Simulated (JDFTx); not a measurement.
Runs of JDFTx 1.7.0 (patched build) on Al. It takes space group Fm-3m (No. 225, cubic). Conventional cell: a = 4.050 Å, b = 4.050 Å, c = 4.050 Å, α = 90.00°, β = 90.00°, γ = 90.00°. Around Al (site symmetry m-3m) lie 12 Al at 2.86 Å. 

```csv
task,level,potentials or basis,cell,k mesh,cutoff (eV),further solve for the empty bands,mesh quality,gap on the mesh (eV),pressure (GPa),relaxed volume (Å³/atom)
relaxation of cell and atoms,BLYP,SG15-PBE-1.2 with smoothed tails,relaxed,7 × 7 × 7,1088,no,coarse,none,0.0,17.10
relaxation of cell and atoms,AM05,SG15-PBE-1.2 with smoothed tails,relaxed,7 × 7 × 7,1088,no,coarse,none,0.0,16.10
relaxation of cell and atoms,TPSS,SG15-PBE-1.2 with smoothed tails,relaxed,7 × 7 × 7,1088,no,coarse,none,0.0,16.46
single point,PBEsol,PseudoDojo-SR-PBEsol-0.4.1-standard with smoothed tails,cell strained at random at fixed volume,11 × 11 × 11,544,yes,not flagged,none,-1.9,-
relaxation of cell and atoms,SCAN,SG15-PBE-1.2 with smoothed tails,relaxed,7 × 7 × 7,1088,no,coarse,none,0.0,(c)
relaxation of cell and atoms,RPBE,SG15-PBE-1.2 with smoothed tails,relaxed,7 × 7 × 7,1088,no,coarse,none,0.0,16.92
relaxation of cell and atoms,PBEsol,SG15-PBE-1.2 with smoothed tails,relaxed,7 × 7 × 7,1088,no,coarse,none,0.0,16.14
relaxation of cell and atoms,LDA,SG15-PBE-1.2 with smoothed tails,relaxed,7 × 7 × 7,1088,no,coarse,none,0.0,(b)
relaxation of cell and atoms,revPBE,SG15-PBE-1.2 with smoothed tails,relaxed,7 × 7 × 7,1088,no,coarse,none,0.0,(a)
relaxation of cell and atoms,r2SCAN,SG15-PBE-1.2 with smoothed tails,relaxed,7 × 7 × 7,1088,no,coarse,none,0.0,16.16
single point,PBEsol,PseudoDojo-SR-PBEsol-0.4.1-standard with smoothed tails,as given,11 × 11 × 11,544,yes,not flagged,none,-2.1,-
```

Alike in all rows: no spin polarisation; smearing fermi-dirac 0.05 eV.

Problem. Estimate the missing entries.

Solution. (a) 16.84; (b) 15.50; (c) 16.12.

Caveats: some runs use coarse meshes; the potentials were made for another functional, which shifts forces and pressure (some runs); the empty levels aren't tightly converged (some runs); the plane waves are those of the starting cell, so after so large a change of volume the result is rough (some runs).

A gap of «none» marks a metal or a gap under the smearing width.

The runs don't all hold the same shells in valence.

Runs at the PBE level aren't shown here.
